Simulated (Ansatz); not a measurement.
# Copper (hcp) across density functionals

All rows: Ansatz, plane waves with scalar-relativistic PAW, 420 eV (500 eV for the SCAN forms), relaxed under each functional, no dispersion correction, no zero-point motion. B₀ comes from uniform scaling at fixed shape; a dash is a value not given.

```tsv
functional	V (Å³/atom)	cell	B₀ (GPa)	magnetic state	ΔE to fcc (meV/atom)
PBE	11.98	a = 2.566 Å, c = 4.202 Å (c/a = 1.637)	139	spin not included	9
r²SCAN	11.46	a = 2.529 Å, c = 4.139 Å (c/a = 1.637)	161	spin not included	9
PBEsol	11.33	a = 2.519 Å, c = 4.124 Å (c/a = 1.638)	167	spin not included	9
LDA	10.90	a = 2.486 Å, c = 4.073 Å (c/a = 1.638)	187	spin not included	8
revPBE	12.29	a = 2.588 Å, c = 4.238 Å (c/a = 1.637)	127	spin not included	9
RPBE	12.42	a = 2.597 Å, c = 4.252 Å (c/a = 1.637)	122	spin not included	9
BLYP	12.73	a = 2.617 Å, c = 4.290 Å (c/a = 1.639)	115	spin not included	8
```

LDA gives the smallest volume and BLYP the largest.
